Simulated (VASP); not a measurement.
# Cd (P6_3/mmc) in VASP: a series of runs

One crystal, Cd, is run at these levels: LDA, PBE; tasks: relaxation of the atoms, single point.

Everything below comes from runs of VASP 6.6.1. Logs are shortened: lines on timing, memory, paths and dates and some standing lists are left out, and cuts for length are marked.

### 1 The structure

The structure is hexagonal, space group P6_3/mmc (No. 194). The conventional cell has a = 2.979 Å, b = 2.979 Å, c = 5.618 Å, α = 90.00°, β = 90.00°, γ = 120.00°. Cd (site symmetry -6m2) has 12 Cd at 2.98 to 3.29 Å as nearest neighbours.

### 2 Relaxation of the atoms, LDA (atoms moved at random, drawn with an rms of 0.05 Å)

INCAR

```
SYSTEM = Cd
ALGO = Normal
EDIFF = 1E-6
EDIFFG = -0.005
ENCUT = 500
IBRION = 2
ISIF = 2
ISMEAR = 1
LASPH = .True.
LCHARG = .False.
LREAL = .False.
LWAVE = .False.
NELM = 100
NSW = 60
PREC = Accurate
SIGMA = 0.1
```

KPOINTS

```
k-points
0
Gamma
  10 10 5
  0 0 0
```

POSCAR

```
Cd
1.0
    2.9788700000      0.0000000000      0.0000000000
   -1.4894350000      2.5797770946      0.0000000000
    0.0000000000      0.0000000000      5.6176500000
Cd
2
Selective dynamics
Direct
    0.6558780000      0.3294790000      0.7612670000  F F F
    0.3121480000      0.6811190000      0.2579970000  T T T
```

Potentials or basis: VASP PAW LDA potentials, release 64 (Cd).

Launch:

```bash
$ cat potpaw_LDA.64/Cd/POTCAR > POTCAR
$ mpirun -np 1 vasp_std > vasp.out
```

OUTCAR:

```text
SYSTEM = Cd
   EDIFF = 1E-6
   EDIFFG = -0.005
   ENCUT = 500
   IBRION = 2
   ISIF = 2
   ISMEAR = 1
   LASPH = .True.
   LREAL = .False.
   NELM = 100
   NSW = 60
   PREC = Accurate

 ion  position               nearest neighbor table
   1  0.656  0.329  0.761-   2 3.25   2 3.26   2 3.29   2 3.30   2 3.32   2 3.35
   2  0.312  0.681  0.258-   1 3.25   1 3.26   1 3.29   1 3.30   1 3.32   1 3.35

  LATTYP: Found a hexagonal cell.
 ALAT       =     2.9788700000
 C/A-ratio  =     1.8858325472

  Lattice vectors:

 A1 = (   2.9788700000,   0.0000000000,   0.0000000000)
 A2 = (  -1.4894350000,   2.5797770946,   0.0000000000)
 A3 = (   0.0000000000,   0.0000000000,   5.6176500000)

Analysis of symmetry for initial positions (statically):
=====================================================================
 Subroutine PRICEL returns:
 Original cell was already a primitive cell.

 Routine SETGRP: Setting up the symmetry group for a
 hexagonal supercell.

 Subroutine GETGRP returns: Found  2 space group operations
 (whereof  1 operations were pure point group operations)
 out of a pool of 24 trial point group operations.

The static configuration has the point symmetry C_1 .
 The point group associated with its full space group is S_2 .

Analysis of symmetry for dynamics (positions and initial velocities):
=====================================================================
 Subroutine PRICEL returns:
 Original cell was already a primitive cell.

 Routine SETGRP: Setting up the symmetry group for a
 hexagonal supercell.

 Subroutine GETGRP returns: Found  2 space group operations
 (whereof  1 operations were pure point group operations)
 out of a pool of 24 trial point group operations.

The dynamic configuration has the point symmetry C_1 .
 The point group associated with its full space group is S_2 .

Analysis of constrained symmetry for selective dynamics:
=====================================================================
 Subroutine PRICEL returns:
 Original cell was already a primitive cell.

 Routine SETGRP: Setting up the symmetry group for a
 hexagonal supercell.

 Subroutine GETGRP returns: Found  1 space group operations
 (whereof  1 operations were pure point group operations)
 out of a pool of 24 trial point group operations.

The constrained configuration has the point symmetry C_1 .

 Subroutine INISYM returns: Found  1 space group operations
 (whereof  1 operations are pure point group operations),
 and found     1 'primitive' translations

----------------------------------------------------------------------------------------

                                     Primitive cell

  volume of cell :      43.1706

  direct lattice vectors                    reciprocal lattice vectors
     2.978870000  0.000000000  0.000000000     0.335697765  0.193815195  0.000000000
    -1.489435000  2.579777095  0.000000000     0.000000000  0.387630389  0.000000000
     0.000000000  0.000000000  5.617650000     0.000000000  0.000000000  0.178010378

  length of vectors
     2.978870000  2.978870000  5.617650000     0.387630390  0.387630389  0.178010378

  position of ions in fractional coordinates (direct lattice)
     0.655878000  0.329479000  0.761267000
     0.312148000  0.681119000  0.257997000

  ion indices of the primitive-cell ions
   primitive index   ion index
                 1           1
                 2           2

----------------------------------------------------------------------------------------

 KPOINTS: k-points

Automatic generation of k-mesh.
 Grid dimensions read from file:
 generate k-points for:   10   10    5

 Generating k-lattice:

  Cartesian coordinates                     Fractional coordinates (reciprocal lattice)
     0.033569776  0.019381519  0.000000000     0.100000000  0.000000000  0.000000000
     0.000000000  0.038763039  0.000000000     0.000000000  0.100000000  0.000000000
     0.000000000  0.000000000  0.035602076     0.000000000  0.000000000  0.200000000

  Length of vectors
     0.038763039  0.038763039  0.035602076

  Shift w.r.t. Gamma in fractional coordinates (k-lattice)
     0.000000000  0.000000000  0.000000000

 Subroutine IBZKPT returns following result:
 ===========================================

 Found    252 irreducible k-points:

 Following reciprocal coordinates:
            Coordinates               Weight
  0.000000  0.000000  0.000000      1.000000
  0.100000  0.000000  0.000000      2.000000
  0.000000  0.100000  0.000000      2.000000
 -0.100000  0.100000  0.000000      2.000000
  0.200000  0.000000  0.000000      2.000000
  0.000000  0.200000  0.000000      2.000000
[... 42 lines left out ...]
  0.400000  0.400000  0.000000      2.000000
  0.300000  0.300000  0.000000      2.000000
 [... further k-points ...]
   k-points           NKPTS =    252   k-points in BZ     NKDIM =    252   number of bands    NBANDS=     16
   number of dos      NEDOS =    301   number of ions     NIONS =      2
   total plane-waves  NPLWV =  24192
   dimension x,y,z NGX =    24 NGY =   24 NGZ =   42
   dimension x,y,z NGXF=    48 NGYF=   48 NGZF=   84
   ions per type =               2
   NGX,Y,Z   is equivalent  to a cutoff of  13.39, 13.39, 12.43 a.u.
   NGXF,Y,Z  is equivalent  to a cutoff of  26.79, 26.79, 24.86 a.u.
 SYSTEM =  Cd
   PREC   = accura    normal or accurate (medium, high low for compatibility)
   ISTART =      0    job   : 0-new  1-cont  2-samecut
   ICHARG =      2    charge: 1-file 2-atom 10-const
   ISPIN  =      1    spin polarized calculation?
   LNONCOLLINEAR =      F non collinear calculations
   LSORBIT =      F    spin-orbit coupling
   LASPH  =      T    aspherical Exc in radial PAW
   ENCUT  =  500.0 eV  36.75 Ry    6.06 a.u.   5.43  5.43 10.24*2*pi/ulx,y,z
   NELM   =    100;   NELMIN=  2; NELMDL= -5     # of ELM steps
   EDIFF  = 0.1E-05   stopping-criterion for ELM
   LREAL  =      F    real-space projection
   EDIFFG = -.5E-02   stopping-criterion for IOM
   NSW    =     60    number of steps for IOM
   IBRION =      2    ionic relax: 0-MD 1-quasi-New 2-CG
   NFREE  =      1    steps in history (QN), initial steepest desc. (CG)
   ISIF   =      2    stress and relaxation
   ISYM   =      2    0-nonsym 1-usesym 2-fastsym
   POTIM  = 0.5000    time-step for ionic-motion
   TEBEG  =    0.0;   TEEND  =   0.0 temperature during run
   PSTRESS=    0.0 pullay stress
   NELECT =      24.0000    total number of electrons
   NUPDOWN=      -1.0000    fix difference up-down
   EMIN   =  10.00;   EMAX   =-10.00  energy-range for DOS
   EFERMI =   0.00;   METHOD = LEGACY
   ISMEAR =     1;   SIGMA  =   0.10  broadening in eV -4-tet -1-fermi 0-gaus
   EFERMI_NEDOS =   21; number of points for ismear=-14 and -15
   IALGO  =     38    algorithm
   IMIX   =      4    mixing-type and parameters
     AMIX     =   0.40;   BMIX     =  1.00
     AMIX_MAG =   1.60;   BMIX_MAG =  1.00
  volume/ion in A,a.u.               =      21.59       145.66
  Fermi-wavevector in a.u.,A,eV,Ry     =   1.346116  2.543790 24.654136  1.812028
  Thomas-Fermi vector in A             =   2.473974
   LORBIT       =      0    0 simple, 1 ext, 2 COOP (PROOUT), +10 PAW based schemes
   GGA     = CA    functional components
   LHFCALC =     F    Hartree Fock is set to
   AEXX    =    0.0000 exact exchange contribution
   IVDW    =     0    specifies the selected vdW correction
   LEPSILON=     F    determine dielectric tensor
   LRPA    =     F    only Hartree local field effects (RPA)
 conjugate gradient relaxation of ions
 non-spin polarized calculation
 Methfessel and Paxton  Order N= 1 SIGMA  =   0.10
  energy-cutoff  :      500.00
  volume of cell :       43.17
 maximum number of plane-waves:      1131
 NGX is ok and might be reduce to    24
   NGX = 11   NGY = 11   NGZ = 21

--------------------------------------- Ionic step        1  -------------------------------------------

 number of electron      24.0000002 magnetization

 Free energy of the ion-electron system (eV)
  ---------------------------------------------------
  ext. energy  EPLUGINS =         0.00000000
  ---------------------------------------------------
  free energy    TOTEN  =        -3.01773760 eV

  energy without entropy =       -3.01747098  energy(sigma->0) =       -3.01764873

------------------------ aborting loop because EDIFF is reached ----------------------------------------

  FORCE on cell =-STRESS in cart. coord.  units (eV):
  Direction    XX          YY          ZZ          XY          YZ          ZX
  --------------------------------------------------------------------------------------
  -------------------------------------------------------------------------------------
  Total       -1.0732674     -1.1218524     -1.0000248     -0.0314874     -0.0017586      0.0018290
  in kB      -39.8318159    -41.6349353    -37.1135893     -1.1685829     -0.0652648      0.0678808
  external PRESSURE =     -39.5267802 kB  Pullay stress =       0.0000000 kB

 VOLUME and BASIS-vectors are now :
 -----------------------------------------------------------------------------
  energy-cutoff  :      500.00
  volume of cell :       43.17
      direct lattice vectors                 reciprocal lattice vectors
     2.978870000  0.000000000  0.000000000     0.335697765  0.193815195  0.000000000
    -1.489435000  2.579777095  0.000000000     0.000000000  0.387630389  0.000000000
     0.000000000  0.000000000  5.617650000     0.000000000  0.000000000  0.178010378
[... 253 lines left out ...]
 POSITION                                       TOTAL-FORCE (eV/Angst)
 -----------------------------------------------------------------------------------
      1.46304      0.84998      4.27653        -0.006990      0.005245      0.006747
     -0.05389      1.73109      1.47341         0.006990     -0.005245     -0.006747
 -----------------------------------------------------------------------------------
    total drift:                                0.001708     -0.001216     -0.000239

  FREE ENERGIE OF THE ION-ELECTRON SYSTEM (eV)
  ---------------------------------------------------
  free  energy   TOTEN  =        -3.0183984969 eV

  energy  without entropy=       -3.0180970588  energy(sigma->0) =       -3.01829802

--------------------------------------- Ionic step        9  -------------------------------------------

 number of electron      24.0000003 magnetization

 Free energy of the ion-electron system (eV)
  ---------------------------------------------------
  ext. energy  EPLUGINS =         0.00000000
  ---------------------------------------------------
  free energy    TOTEN  =        -3.01855359 eV

  energy without entropy =       -3.01824273  energy(sigma->0) =       -3.01844997

 E-fermi :   2.6031     XC(G=0): -11.3703

 val. band max:        2.3854697495   @ k =   0.3000   0.2000   0.2000
 cond. band min:       2.6229240994   @ k =  -0.3000   0.3000   0.0000
 fundamental gap:      0.2374543499
 Fermi energy:         2.6030795060

 k-point     1 :       0.0000    0.0000    0.0000
  band No.  band energies     occupation
      1      -7.1258      2.00000
      2      -6.8574      2.00000
      3      -6.4765      2.00000
      4      -6.4760      2.00000
      5      -6.4248      2.00000
      6      -6.4243      2.00000
[... 8 lines left out ...]
     15      17.2772      0.00000
     16      17.4753      0.00000
[... 723 lines left out ...]
 k-point    40 :      -0.4000    0.2000    0.0000
  band No.  band energies     occupation
      1      -6.7618      2.00000
      2      -6.7077      2.00000
      3      -6.6295      2.00000
      4      -6.3996      2.00000
      5      -6.3907      2.00000
      6      -6.2531      2.00000
[... 8 lines left out ...]
     15       7.7940      0.00000
     16      12.0176      0.00000

 [... further k-points ...]

------------------------ aborting loop because EDIFF is reached ----------------------------------------

  FORCE on cell =-STRESS in cart. coord.  units (eV):
  Direction    XX          YY          ZZ          XY          YZ          ZX
  --------------------------------------------------------------------------------------
  -------------------------------------------------------------------------------------
  Total       -1.0983022     -1.0996716     -1.0079846     -0.0016753     -0.0000365     -0.0000588
  in kB      -40.7609240    -40.8117480    -37.4089987     -0.0621736     -0.0013552     -0.0021825
  external PRESSURE =     -39.6605569 kB  Pullay stress =       0.0000000 kB

 VOLUME and BASIS-vectors are now :
 -----------------------------------------------------------------------------
  energy-cutoff  :      500.00
  volume of cell :       43.17
      direct lattice vectors                 reciprocal lattice vectors
     2.978870000  0.000000000  0.000000000     0.335697765  0.193815195  0.000000000
    -1.489435000  2.579777095  0.000000000     0.000000000  0.387630389  0.000000000
     0.000000000  0.000000000  5.617650000     0.000000000  0.000000000  0.178010378

 POSITION                                       TOTAL-FORCE (eV/Angst)
 -----------------------------------------------------------------------------------
      1.46304      0.84998      4.27653        -0.001347      0.000709      0.002263
     -0.03049      1.71175      1.46963         0.001347     -0.000709     -0.002263
 -----------------------------------------------------------------------------------
    total drift:                                0.000614     -0.000860     -0.000133

  FREE ENERGIE OF THE ION-ELECTRON SYSTEM (eV)
  ---------------------------------------------------
  free  energy   TOTEN  =        -3.0185535931 eV

  energy  without entropy=       -3.0182427289  energy(sigma->0) =       -3.01844997

 reached required accuracy - stopping structural energy minimisation
```

It took 4.5 min on 1 thread of AMD EPYC 9R45 (Zen 5), shared host; peak memory 0.22 GiB.

Results:

```yaml
Free_energy: -3.0186 eV
Energy_gained_by_relaxing: 0.4 meV/atom
Ionic_steps: 9
Pressure_after_relaxing: -4.0 GPa
Band_gap_on_the_k_mesh: none (metal or under the smearing width)
```

Stress tensor (GPa, compression positive):
```
-4.08 -0.01  0.00
-0.01 -4.08  0.00
 0.00  0.00 -3.74
```

Step by step:
```csv
step,energy change (eV),largest force (eV/Å),pressure (GPa)
1,0.0000,0.0271,-3.95
2,0.0000,0.0256,-3.95
3,-0.0001,0.0241,-3.95
4,-0.0003,0.0184,-3.96
5,-0.0004,0.0139,-3.96
6,-0.0004,0.0155,-3.96
7,-0.0005,0.0144,-3.96
8,-0.0007,0.0110,-3.97
9,-0.0008,0.0027,-3.97
```

Final structure:
```yaml
crystal:
  lattice:
    - [2.97887, 0.00000, 0.00000]
    - [-1.48944, 2.57978, 0.00000]
    - [0.00000, 0.00000, 5.61765]
  atoms:
    - { symbol: Cd, position: [0.65588, 0.32948, 0.76127] }
    - { symbol: Cd, position: [0.32153, 0.66352, 0.26161] }
```

Levels at points of the mesh, in eV from the Fermi level:
```csv
k point,band 10,band 11,band 12,band 13,band 14,band 15
"(0.00, 0.00, 0.00)",-8.29,-8.29,-2.95,-2.91,10.63,14.67
"(0.50, 0.00, 0.00)",-8.00,-2.22,-1.75,2.05,3.14,3.21
"(0.00, 0.50, 0.00)",-8.00,-2.22,-1.75,2.05,3.14,3.21
"(0.50, 0.50, 0.00)",-8.00,-2.22,-1.75,2.04,3.12,3.22
```

### 3 Single point, PBE

INCAR

```
SYSTEM = Cd
ALGO = Normal ; EDIFF = 1E-6
ENCUT = 520 ; GGA = PE
ISIF = 2 ; ISMEAR = 0
LASPH = .True. ; LCHARG = .True.
LELF = .True. ; LREAL = .False.
LVHAR = .True. ; LWAVE = .False.
NELM = 80 ; PREC = Accurate
SIGMA = 0.1
```

KPOINTS is that of step 2.

POSCAR

```
Cd
1.0
    2.9788700000      0.0000000000      0.0000000000
   -1.4894350000      2.5797770946      0.0000000000
    0.0000000000      0.0000000000      5.6176500000
Cd
2
Cartesian
    1.4894350001      0.8599256981      4.2132375000
   -0.0000000001      1.7198513965      1.4044125000
```

Potentials or basis: VASP PAW PBE potentials, release 64 (Cd).

Launch:

```bash
$ cat potpaw_PBE.64/Cd/POTCAR > POTCAR
$ mpirun -np 1 vasp_std > vasp.out
```

It took 16 s on 1 thread of Intel Xeon Platinum 8488C (Sapphire Rapids), shared host; peak memory 0.16 GiB.

It converged, with:

```yaml
Free_energy: -1.4813 eV
Pressure: 3.2 GPa
Band_gap_on_the_k_mesh: none (metal or under the smearing width)
```

Stress tensor (GPa, compression positive):
```
3.87 0.00 0.00
0.00 3.87 0.00
0.00 0.00 1.90
```

Levels at points of the mesh, in eV from the Fermi level:
```csv
k point,band 9,band 10,band 11,band 12,band 13,band 14,band 15,band 16
"(0.00, 0.00, 0.00)",-8.61,-8.36,-8.36,-2.91,-2.90,10.69,14.59,15.01
"(0.50, 0.00, 0.00)",-8.09,-8.07,-2.21,-1.71,2.12,3.16,3.31,5.38
```

### 4 Single point, PBE

run.py

```python
from ase.calculators.vasp import Vasp
from ase.dft.bandgap import bandgap
from ase.io import read

atoms = read('Cd.cif', primitive_cell=True, subtrans_included=False)
calc = Vasp(
    directory='calc',
    xc='pbe',
    pp='PBE',
    setups='recommended',
    prec='Accurate',
    encut=520,
    ediff=1e-06,
    ismear=0,
    sigma=0.1,
    lreal=False,
    lasph=True,
    nelm=100,
    algo='Normal',
    isif=2,
    lwave=False,
    lcharg=False,
    kpts=[10, 10, 5],
    gamma=True,
)
atoms.calc = calc

print('energy (eV):', atoms.get_potential_energy())
print('free energy (eV):', atoms.get_potential_energy(force_consistent=True))
print('forces (eV/A):')
print(atoms.get_forces())
print('stress (eV/A^3, Voigt):', atoms.get_stress())
print('Fermi level (eV):', calc.get_fermi_level())
gap, top, bottom = bandgap(calc)
print('band gap (eV):', gap, 'from (spin, k, band)', top, 'to', bottom)
```

Cd.cif

```cif
data_Cd
_cell_length_a 2.97887000
_cell_length_b 2.97887000
_cell_length_c 5.61765000
_cell_angle_alpha 90.00000000
_cell_angle_beta 90.00000000
_cell_angle_gamma 120.00000000
_space_group_name_H-M_alt 'P6_3/mmc'
_space_group_name_Hall '-P 6c 2c'
_space_group_IT_number 194
loop_
_space_group_symop_operation_xyz
'x,y,z'
'-x,-y,-z'
'x-y,x,z+1/2'
'-x+y,-x,-z+1/2'
'-y,x-y,z'
'y,-x+y,-z'
'-x,-y,z+1/2'
'x,y,-z+1/2'
'-x+y,-x,z'
'x-y,x,-z'
'y,-x+y,z+1/2'
'-y,x-y,-z+1/2'
'-y,-x,-z+1/2'
'y,x,z+1/2'
'-x,-x+y,-z'
'x,x-y,z'
'-x+y,y,-z+1/2'
'x-y,-y,z+1/2'
'y,x,-z'
'-y,-x,z'
'x,x-y,-z+1/2'
'-x,-x+y,z+1/2'
'x-y,-y,-z'
'-x+y,y,z'
loop_
_atom_site_label
_atom_site_type_symbol
_atom_site_symmetry_multiplicity
_atom_site_Wyckoff_symbol
_atom_site_fract_x
_atom_site_fract_y
_atom_site_fract_z
_atom_site_occupancy
Cd1 Cd 2 c 0.6666666667 0.3333333333 0.7500000000 1
```

Launch:

```bash
$ python run.py
```

Wall time 19 s (1 thread of Intel Xeon Platinum 8488C (Sapphire Rapids), shared host); peak memory 0.16 GiB.

The run converged. Its results:

- Free energy: -1.4813 eV
- Pressure: 3.2 GPa
- Band gap on the k mesh: none (metal or under the smearing width)

Stress tensor (GPa, compression positive):
```
3.87 0.00 0.00
0.00 3.87 0.00
0.00 0.00 1.90
```

Levels at points of the mesh, in eV from the Fermi level:
| k point | band 10 | band 11 | band 12 | band 13 | band 14 | band 15 |
| --- | --- | --- | --- | --- | --- | --- |
| (0.00, 0.00, 0.00) | -8.36 | -8.36 | -2.91 | -2.90 | 10.69 | 14.59 |
| (0.50, 0.00, 0.00) | -8.07 | -2.21 | -1.71 | 2.12 | 3.16 | 3.31 |
